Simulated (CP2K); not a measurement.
Runs of CP2K 2026.2 on ZrSe2. Symmetry: P-3m1, No. 164, trigonal system. Conventional cell: a = 3.798 Å, b = 3.798 Å, c = 6.192 Å, α = 90.00°, β = 90.00°, γ = 120.00°. Zr (site symmetry -3m) has 6 Se at 2.68 Å as nearest neighbours. Se (site symmetry 3m) has 3 Zr at 2.68 Å as nearest neighbours. 

```tsv
level	potentials or basis	spin	k points reduced by the point group	soc after scf	gap on the mesh (eV)	pressure (GPa)	largest force (eV/Å)
HLE16	GTH_POTENTIALS Zr GTH-PBE-q12, Se GTH-PBE-q6; DZVP-MOLOPT-SR-GTH basis	off	yes	-	0.64	-8.8	1.66
PBE	GTH_SOC_POTENTIALS Zr GTH-PBE-q12, Se GTH-PBE-q6; DZVP-MOLOPT-SR-GTH basis	SOC, no magnetisation	-	yes	-	2.1	0.31
PBE	GTH_POTENTIALS Zr GTH-PBE-q12, Se GTH-PBE-q6; DZVP-MOLOPT-SR-GTH basis	off	yes	-	(a)	2.1	0.31
HLE16	GTH_SOC_POTENTIALS Zr GTH-PBE-q12, Se GTH-PBE-q6; DZVP-MOLOPT-SR-GTH basis	SOC, no magnetisation	-	yes	-	-8.8	1.66
```

Alike in all rows: task band structure; cell as given; k mesh 8 × 8 × 5; smearing fermi-dirac 0.05 eV.

**Question.** Fill in the values left out.

**Answer.** (a) 0.42.

Caveats: the basis of atomic orbitals isn't converged, which shifts pressures, moduli and gaps; the potentials were made for a functional far from this one (some runs); the potentials were made for another functional, which shifts forces and pressure (some runs); this functional lacks dispersion, which binds the layers, so the pressure and a relaxed spacing across them are unreliable (some runs).

A k mesh can miss the band edges, and rows without SOC leave out spin-orbit coupling on Se, Zr.
